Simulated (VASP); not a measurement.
# C in VASP: a series of runs, part 2 of 2

VASP 6.6.1. Earlier steps stand in the parts before.

## Step 3: Single point, LDA

This run uses another cell than the first one, of 16.85 Å³/atom, 0.896 times its volume.

INCAR reads:

```
SYSTEM = C
  PREC = Accurate
  ENCUT = 600
  EDIFF = 1E-7
  ISMEAR = 1
  SIGMA = 0.1
  LREAL = .False.
  LASPH = .True.
  NELM = 120
  ALGO = Normal
  ISIF = 2
  LWAVE = .False.
  LCHARG = .False.
  LDIPOL = .True.
  IDIPOL = 3
  DIPOL = 0.5 0.5 0.500
  NBANDS = 32
  LVHAR = .True.
  LVACPOTAV = .True.
```

KPOINTS reads:

```
regular mesh
0
Gamma
  15 15 1
  0 0 0
```

POSCAR reads:

```
C
1.0
    2.4560959400      0.0000000000      0.0000000000
   -1.2280479700      2.1270618200      0.0000000000
    0.0000000000      0.0000000000     25.8049153298
C
8
Direct
    0.5833794600      0.1667589200      0.2906423022
    0.9166205400      0.8332410800      0.2906423022
    0.0833794600      0.1667589200      0.4313770236
    0.4166205400      0.8332410800      0.4313770236
    0.5833794600      0.1667589200      0.5686229764
    0.9166205400      0.8332410800      0.5686229764
    0.0833794600      0.1667589200      0.7093576978
    0.4166205400      0.8332410800      0.7093576978
```

Potentials or basis: VASP PAW LDA potentials, release 64 (C).

Run with:

```
$ cat potpaw_LDA.64/C/POTCAR > POTCAR
$ mpirun -np 1 vasp_std > vasp.out
```

OUTCAR:

```text
SYSTEM = C
   PREC = Accurate
   ENCUT = 600
   EDIFF = 1E-7
   ISMEAR = 1
   LREAL = .False.
   LASPH = .True.
   NELM = 120
   ISIF = 2

 Found     64 irreducible k-points:

 Following reciprocal coordinates:
            Coordinates               Weight
  0.000000  0.000000  0.000000      1.000000
  0.066667  0.000000  0.000000      4.000000
  0.000000  0.066667  0.000000      2.000000
  0.133333  0.000000  0.000000      4.000000
  0.000000  0.133333  0.000000      2.000000
  0.200000  0.000000  0.000000      4.000000
   k-points           NKPTS =     64   k-points in BZ     NKDIM =     64   number of bands    NBANDS=     32
   number of dos      NEDOS =    301   number of ions     NIONS =      8
   total plane-waves  NPLWV =  84000
   dimension x,y,z NGX =    20 NGY =   20 NGZ =  210
   dimension x,y,z NGXF=    40 NGYF=   40 NGZF=  420
   ions per type =               8
   NGX,Y,Z   is equivalent  to a cutoff of  13.54, 13.54, 13.53 a.u.
   NGXF,Y,Z  is equivalent  to a cutoff of  27.07, 27.07, 27.06 a.u.
 SYSTEM =  C
   PREC   = accura    normal or accurate (medium, high low for compatibility)
   ISTART =      0    job   : 0-new  1-cont  2-samecut
   ICHARG =      2    charge: 1-file 2-atom 10-const
   ISPIN  =      1    spin polarized calculation?
   LNONCOLLINEAR =      F non collinear calculations
   LSORBIT =      F    spin-orbit coupling
   LASPH  =      T    aspherical Exc in radial PAW
   ENCUT  =  600.0 eV  44.10 Ry    6.64 a.u.   4.91  4.91 51.54*2*pi/ulx,y,z
   NELM   =    120;   NELMIN=  2; NELMDL= -5     # of ELM steps
   EDIFF  = 0.1E-06   stopping-criterion for ELM
   LREAL  =      F    real-space projection
   EDIFFG = 0.1E-05   stopping-criterion for IOM
   NSW    =      0    number of steps for IOM
   IBRION =     -1    ionic relax: 0-MD 1-quasi-New 2-CG
   NFREE  =      0    steps in history (QN), initial steepest desc. (CG)
   ISIF   =      2    stress and relaxation
   ISYM   =      2    0-nonsym 1-usesym 2-fastsym
   POTIM  = 0.5000    time-step for ionic-motion
   TEBEG  =    0.0;   TEEND  =   0.0 temperature during run
   PSTRESS=    0.0 pullay stress
   NELECT =      32.0000    total number of electrons
   NUPDOWN=      -1.0000    fix difference up-down
   EMIN   =  10.00;   EMAX   =-10.00  energy-range for DOS
   EFERMI =   0.00;   METHOD = LEGACY
   ISMEAR =     1;   SIGMA  =   0.10  broadening in eV -4-tet -1-fermi 0-gaus
   EFERMI_NEDOS =   21; number of points for ismear=-14 and -15
   IALGO  =     38    algorithm
   IMIX   =      4    mixing-type and parameters
     AMIX     =   0.40;   BMIX     =  1.00
     AMIX_MAG =   1.60;   BMIX_MAG =  1.00
  volume/ion in A,a.u.               =      16.85       113.72
  Fermi-wavevector in a.u.,A,eV,Ry     =   1.013636  1.915495 13.979425  1.027459
  Thomas-Fermi vector in A             =   2.146817
   LORBIT       =      0    0 simple, 1 ext, 2 COOP (PROOUT), +10 PAW based schemes
   GGA     = CA    functional components
   LHFCALC =     F    Hartree Fock is set to
   AEXX    =    0.0000 exact exchange contribution
   IVDW    =     0    specifies the selected vdW correction
   LEPSILON=     F    determine dielectric tensor
   LRPA    =     F    only Hartree local field effects (RPA)
 non-spin polarized calculation
 Methfessel and Paxton  Order N= 1 SIGMA  =   0.10
  energy-cutoff  :      600.00
  volume of cell :      134.81
 maximum number of plane-waves:      4575
   NGX =  9   NGY =  9   NGZ =103

 number of electron      31.9999997 magnetization

 dipolmoment           0.000000      0.000000     -0.000000 electrons x Angstroem

 Free energy of the ion-electron system (eV)
  ---------------------------------------------------
  ext. energy  EPLUGINS =         0.00000000
  ---------------------------------------------------
  free energy    TOTEN  =       -80.83730845 eV

  energy without entropy =      -80.83746674  energy(sigma->0) =      -80.83736121

 E-fermi :   0.2400     XC(G=0):  -6.0274

 val. band max:        0.1990191159   @ k =   0.3333   0.3333   0.0000
 cond. band min:       0.2809132585   @ k =   0.3333   0.3333   0.0000
 fundamental gap:      0.0818941426
 Fermi energy:         0.2400200044

 k-point     1 :       0.0000    0.0000    0.0000
  band No.  band energies     occupation
      1     -19.2103      2.00000
      2     -19.1635      2.00000
      3     -19.1159      2.00000
      4     -19.0581      2.00000
      5      -8.0383      2.00000
      6      -7.6794      2.00000
[... 20 lines left out ...]
     27       8.5940      0.00000
     28       8.5953      0.00000

 k-point     2 :       0.0667    0.0000    0.0000
  band No.  band energies     occupation
      1     -19.1046      2.00000
      2     -19.0582      2.00000
      3     -19.0109      2.00000
      4     -18.9535      2.00000
      5      -7.9089      2.00000
      6      -7.5516      2.00000
[... 20 lines left out ...]
     27       8.6649      0.00000
     28       8.8908      0.00000

 k-point     3 :       0.0000    0.0667    0.0000
  band No.  band energies     occupation
      1     -19.1046      2.00000
      2     -19.0582      2.00000
      3     -19.0109      2.00000
      4     -18.9535      2.00000
      5      -7.9091      2.00000
      6      -7.5516      2.00000
[... 20 lines left out ...]
     27       8.6620      0.00000
     28       8.8905      0.00000

 k-point     4 :       0.1333    0.0000    0.0000
  band No.  band energies     occupation
      1     -18.7883      2.00000
      2     -18.7430      2.00000
      3     -18.6968      2.00000
      4     -18.6405      2.00000
      5      -7.5227      2.00000
      6      -7.1700      2.00000
[... 20 lines left out ...]
     27       8.7117      0.00000
     28       9.2812      0.00000

 k-point     5 :       0.0000    0.1333    0.0000
  band No.  band energies     occupation
      1     -18.7883      2.00000
      2     -18.7431      2.00000
      3     -18.6968      2.00000
      4     -18.6405      2.00000
      5      -7.5233      2.00000
      6      -7.1702      2.00000
[... 20 lines left out ...]
     27       8.7226      0.00000
     28       9.2776      0.00000

 k-point     6 :       0.2000    0.0000    0.0000
  band No.  band energies     occupation
      1     -18.2636      2.00000
      2     -18.2202      2.00000
      3     -18.1757      2.00000
      4     -18.1212      2.00000
      5      -6.8857      2.00000
      6      -6.5412      2.00000
[... 20 lines left out ...]
     27       8.7126      0.00000
     28       8.7180      0.00000

 [... further k-points ...]

 [bands above 28 left out]

------------------------ aborting loop because EDIFF is reached ----------------------------------------

  FORCE on cell =-STRESS in cart. coord.  units (eV):
  Direction    XX          YY          ZZ          XY          YZ          ZX
  --------------------------------------------------------------------------------------
  -------------------------------------------------------------------------------------
  Total       -2.1873786     -2.2399804     -0.6043478      0.0000000     -0.0000000      0.0000000
  in kB      -25.9960079    -26.6211562     -7.1824006      0.0000000     -0.0000000      0.0000000
  external PRESSURE =     -19.9331882 kB  Pullay stress =       0.0000000 kB

 VOLUME and BASIS-vectors are now :
 -----------------------------------------------------------------------------
  energy-cutoff  :      600.00
  volume of cell :      134.81
      direct lattice vectors                 reciprocal lattice vectors
     2.456095940  0.000000000  0.000000000     0.407150219  0.235066041  0.000000000
    -1.228047970  2.127061820  0.000000000     0.000000000  0.470132081  0.000000000
     0.000000000  0.000000000 25.804915330     0.000000000  0.000000000  0.038752307

 POSITION                                       TOTAL-FORCE (eV/Angst)
 -----------------------------------------------------------------------------------
      1.22805      0.35471      7.50000         0.000000     -0.024403      0.021716
      1.22805      1.77236      7.50000        -0.000000      0.024403      0.021716
      0.00000      0.35471     11.13165        -0.000000     -0.026886     -0.005043
     -0.00000      1.77236     11.13165         0.000000      0.026886     -0.005043
      1.22805      0.35471     14.67327        -0.000000     -0.026886      0.005043
      1.22805      1.77236     14.67327         0.000000      0.026886      0.005043
      0.00000      0.35471     18.30492         0.000000     -0.024403     -0.021716
     -0.00000      1.77236     18.30492        -0.000000      0.024403     -0.021716
 -----------------------------------------------------------------------------------
    total drift:                               -0.000000     -0.000000      0.000000

  FREE ENERGIE OF THE ION-ELECTRON SYSTEM (eV)
  ---------------------------------------------------
  free  energy   TOTEN  =       -80.8373084526 eV

  energy  without entropy=      -80.8374667398  energy(sigma->0) =      -80.83736121

 vacuum level on the upper side and lower side of the slab         4.772         4.772
```

Run time: 6.9 min. Hardware: 1 thread of Intel Xeon 6975P-C (Granite Rapids), shared host; peak memory 0.36 GiB.

These settings aren't checked as converged: the numbers below hold their error.

What came out:

| Property | Result |
| --- | --- |
| Free energy | -80.8373 eV |
| Largest force | 0.033 eV/Å |
| Band gap on the k mesh | 0.08 eV, direct |
| Ionisation potential of the upper face | 4.57 eV |

## Step 4: Single point, LDA

This run uses another cell than the first one, of 14.89 Å³/atom, 0.792 times its volume.

Changes to INCAR since step 3:

```diff
@@ -2,3 +2,3 @@
   PREC = Accurate
-  ENCUT = 600
+  ENCUT = 350
   EDIFF = 1E-7
```

KPOINTS reads:

```
regular mesh
0
Gamma
  5 5 1
  0 0 0
```

POSCAR reads:

```
C
1.0
    2.4560959400      0.0000000000      0.0000000000
   -1.2280479700      2.1270618200      0.0000000000
    0.0000000000      0.0000000000     22.8049153298
C
8
Direct
    0.5833794600      0.1667589200      0.2631011742
    0.9166205400      0.8332410800      0.2631011742
    0.0833794600      0.1667589200      0.4223496308
    0.4166205400      0.8332410800      0.4223496308
    0.5833794600      0.1667589200      0.5776503692
    0.9166205400      0.8332410800      0.5776503692
    0.0833794600      0.1667589200      0.7368988258
    0.4166205400      0.8332410800      0.7368988258
```

Run with:

```
$ cat potpaw_LDA.64/C/POTCAR > POTCAR
$ mpirun -np 1 vasp_std > vasp.out
```

Run time: 20 s. Hardware: 1 thread of Intel Xeon 6975P-C (Granite Rapids), shared host; peak memory 0.13 GiB.

The run converged, but a check on its numbers failed (symmetry, net force, bounds or a known fault of this set-up), so they aren't taken as properties of the slab.

Caveat: the k mesh is coarse (spacing up to 0.59 Å⁻¹), so the values aren't converged; the cutoff lies under the usual one of these potentials, so the numbers hold a large basis-set error.

## Step 5: Single point, LDA

This run uses another cell than the first one, of 14.89 Å³/atom, 0.792 times its volume.

Changes to INCAR since step 4:

```diff
@@ -2,3 +2,3 @@
   PREC = Accurate
-  ENCUT = 350
+  ENCUT = 600
   EDIFF = 1E-7
```

KPOINTS is that of step 4.

POSCAR is that of step 4.

Potentials or basis: VASP PAW LDA potentials, release 64 (C).

Run with:

```
$ cat potpaw_LDA.64/C/POTCAR > POTCAR
$ mpirun -np 1 vasp_std > vasp.out
```

OUTCAR:

```text
SYSTEM = C
   PREC = Accurate
   ENCUT = 600
   EDIFF = 1E-7
   ISMEAR = 1
   LREAL = .False.
   LASPH = .True.
   NELM = 120
   ISIF = 2

 Found      9 irreducible k-points:

 Following reciprocal coordinates:
            Coordinates               Weight
  0.000000  0.000000  0.000000      1.000000
  0.200000  0.000000  0.000000      4.000000
  0.000000  0.200000  0.000000      2.000000
  0.400000 -0.000000  0.000000      4.000000
  0.000000  0.400000  0.000000      2.000000
  0.200000  0.200000  0.000000      4.000000
   k-points           NKPTS =      9   k-points in BZ     NKDIM =      9   number of bands    NBANDS=     32
   number of dos      NEDOS =    301   number of ions     NIONS =      8
   total plane-waves  NPLWV =  76800
   dimension x,y,z NGX =    20 NGY =   20 NGZ =  192
   dimension x,y,z NGXF=    40 NGYF=   40 NGZF=  384
   ions per type =               8
   NGX,Y,Z   is equivalent  to a cutoff of  13.54, 13.54, 14.00 a.u.
   NGXF,Y,Z  is equivalent  to a cutoff of  27.07, 27.07, 27.99 a.u.
 SYSTEM =  C
   PREC   = accura    normal or accurate (medium, high low for compatibility)
   ISTART =      0    job   : 0-new  1-cont  2-samecut
   ICHARG =      2    charge: 1-file 2-atom 10-const
   ISPIN  =      1    spin polarized calculation?
   LNONCOLLINEAR =      F non collinear calculations
   LSORBIT =      F    spin-orbit coupling
   LASPH  =      T    aspherical Exc in radial PAW
   ENCUT  =  600.0 eV  44.10 Ry    6.64 a.u.   4.91  4.91 45.55*2*pi/ulx,y,z
   NELM   =    120;   NELMIN=  2; NELMDL= -5     # of ELM steps
   EDIFF  = 0.1E-06   stopping-criterion for ELM
   LREAL  =      F    real-space projection
   EDIFFG = 0.1E-05   stopping-criterion for IOM
   NSW    =      0    number of steps for IOM
   IBRION =     -1    ionic relax: 0-MD 1-quasi-New 2-CG
   NFREE  =      0    steps in history (QN), initial steepest desc. (CG)
   ISIF   =      2    stress and relaxation
   ISYM   =      2    0-nonsym 1-usesym 2-fastsym
   POTIM  = 0.5000    time-step for ionic-motion
   TEBEG  =    0.0;   TEEND  =   0.0 temperature during run
   PSTRESS=    0.0 pullay stress
   NELECT =      32.0000    total number of electrons
   NUPDOWN=      -1.0000    fix difference up-down
   EMIN   =  10.00;   EMAX   =-10.00  energy-range for DOS
   EFERMI =   0.00;   METHOD = LEGACY
   ISMEAR =     1;   SIGMA  =   0.10  broadening in eV -4-tet -1-fermi 0-gaus
   EFERMI_NEDOS =   21; number of points for ismear=-14 and -15
   IALGO  =     38    algorithm
   IMIX   =      4    mixing-type and parameters
     AMIX     =   0.40;   BMIX     =  1.00
     AMIX_MAG =   1.60;   BMIX_MAG =  1.00
  volume/ion in A,a.u.               =      14.89       100.50
  Fermi-wavevector in a.u.,A,eV,Ry     =   1.056267  1.996054 15.180007  1.115699
  Thomas-Fermi vector in A             =   2.191496
   LORBIT       =      0    0 simple, 1 ext, 2 COOP (PROOUT), +10 PAW based schemes
   GGA     = CA    functional components
   LHFCALC =     F    Hartree Fock is set to
   AEXX    =    0.0000 exact exchange contribution
   IVDW    =     0    specifies the selected vdW correction
   LEPSILON=     F    determine dielectric tensor
   LRPA    =     F    only Hartree local field effects (RPA)
 non-spin polarized calculation
 Methfessel and Paxton  Order N= 1 SIGMA  =   0.10
  energy-cutoff  :      600.00
  volume of cell :      119.14
 maximum number of plane-waves:      4015
   NGX =  9   NGY =  9   NGZ = 91

 number of electron      31.9999996 magnetization

 dipolmoment           0.000000      0.000000     -0.000000 electrons x Angstroem

 Free energy of the ion-electron system (eV)
  ---------------------------------------------------
  ext. energy  EPLUGINS =         0.00000000
  ---------------------------------------------------
  free energy    TOTEN  =       -80.74933147 eV

  energy without entropy =      -80.74979541  energy(sigma->0) =      -80.74948611

 E-fermi :  -0.1416     XC(G=0):  -6.8037

 val. band max:       -0.2258315848   @ k =  -0.2000  -0.4000   0.0000
 cond. band min:       1.9079759427   @ k =  -0.2000  -0.4000   0.0000
 fundamental gap:      2.1338075276
 Fermi energy:        -0.1416444916

 k-point     1 :       0.0000    0.0000    0.0000
  band No.  band energies     occupation
      1     -18.5769      2.00000
      2     -18.5262      2.00000
      3     -18.4787      2.00000
      4     -18.4249      2.00000
      5      -7.4068      2.00000
      6      -7.0445      2.00000
[... 20 lines left out ...]
     27       9.2304      0.00000
     28       9.2343      0.00000

 k-point     2 :       0.2000    0.0000    0.0000
  band No.  band energies     occupation
      1     -17.6302      2.00000
      2     -17.5827      2.00000
      3     -17.5384      2.00000
      4     -17.4879      2.00000
      5      -6.2541      2.00000
      6      -5.9061      2.00000
[... 20 lines left out ...]
     27       9.4529      0.00000
     28       9.4577      0.00000

 k-point     3 :       0.0000    0.2000    0.0000
  band No.  band energies     occupation
      1     -17.6304      2.00000
      2     -17.5829      2.00000
      3     -17.5385      2.00000
      4     -17.4879      2.00000
      5      -6.2559      2.00000
      6      -5.9068      2.00000
[... 20 lines left out ...]
     27       9.4846      0.00000
     28       9.5545      0.00000

 k-point     4 :       0.4000   -0.0000    0.0000
  band No.  band energies     occupation
      1     -14.8654      2.00000
      2     -14.8275      2.00000
      3     -14.7922      2.00000
      4     -14.7515      2.00000
      5     -10.3918      2.00000
      6     -10.3670      2.00000
[... 20 lines left out ...]
     27      10.1355      0.00000
     28      11.1370      0.00000

 k-point     5 :       0.0000    0.4000    0.0000
  band No.  band energies     occupation
      1     -14.8668      2.00000
      2     -14.8280      2.00000
      3     -14.7920      2.00000
      4     -14.7503      2.00000
      5     -10.3948      2.00000
      6     -10.3702      2.00000
[... 20 lines left out ...]
     27      10.1360      0.00000
     28      11.1419      0.00000

 k-point     6 :       0.2000    0.2000    0.0000
  band No.  band energies     occupation
      1     -15.7738      2.00000
      2     -15.7325      2.00000
      3     -15.6940      2.00000
      4     -15.6497      2.00000
      5      -7.9349      2.00000
      6      -7.9349      2.00000
[... 20 lines left out ...]
     27      11.6602      0.00000
     28      11.7336      0.00000

 [... further k-points ...]

 [bands above 28 left out]

------------------------ aborting loop because EDIFF is reached ----------------------------------------

  FORCE on cell =-STRESS in cart. coord.  units (eV):
  Direction    XX          YY          ZZ          XY          YZ          ZX
  --------------------------------------------------------------------------------------
  -------------------------------------------------------------------------------------
  Total       -2.1124865     -1.9875125     -0.6596785      0.0000000      0.0000000      0.0000000
  in kB      -28.4086516    -26.7280051     -8.8713352      0.0000000      0.0000000      0.0000000
  external PRESSURE =     -21.3359973 kB  Pullay stress =       0.0000000 kB

 VOLUME and BASIS-vectors are now :
 -----------------------------------------------------------------------------
  energy-cutoff  :      600.00
  volume of cell :      119.14
      direct lattice vectors                 reciprocal lattice vectors
     2.456095940  0.000000000  0.000000000     0.407150219  0.235066041  0.000000000
    -1.228047970  2.127061820  0.000000000     0.000000000  0.470132081  0.000000000
     0.000000000  0.000000000 22.804915330     0.000000000  0.000000000  0.043850196

 POSITION                                       TOTAL-FORCE (eV/Angst)
 -----------------------------------------------------------------------------------
      1.22805      0.35471      6.00000         0.000000     -0.040418      0.023360
      1.22805      1.77236      6.00000        -0.000000      0.040418      0.023360
      0.00000      0.35471      9.63165         0.000000     -0.063225     -0.002368
     -0.00000      1.77236      9.63165        -0.000000      0.063225     -0.002368
      1.22805      0.35471     13.17327         0.000000     -0.063225      0.002368
      1.22805      1.77236     13.17327        -0.000000      0.063225      0.002368
      0.00000      0.35471     16.80492         0.000000     -0.040418     -0.023360
     -0.00000      1.77236     16.80492        -0.000000      0.040418     -0.023360
 -----------------------------------------------------------------------------------
    total drift:                               -0.000000      0.000000      0.000000

  FREE ENERGIE OF THE ION-ELECTRON SYSTEM (eV)
  ---------------------------------------------------
  free  energy   TOTEN  =       -80.7493314658 eV

  energy  without entropy=      -80.7497954126  energy(sigma->0) =      -80.74948611

 vacuum level on the upper side and lower side of the slab         5.396         5.396
```

Wall time 55 s (1 thread of Intel Xeon 6975P-C (Granite Rapids), shared host); peak memory 0.2 GiB.

These settings aren't checked as converged: the numbers below hold their error.

Results:

- Free energy: -80.7493 eV
- Largest force: 0.063 eV/Å
- Band gap on the k mesh: 2.13 eV, direct
- Ionisation potential of the upper face: 5.62 eV

Caveat: the k mesh is coarse (spacing up to 0.59 Å⁻¹), so the values aren't converged.
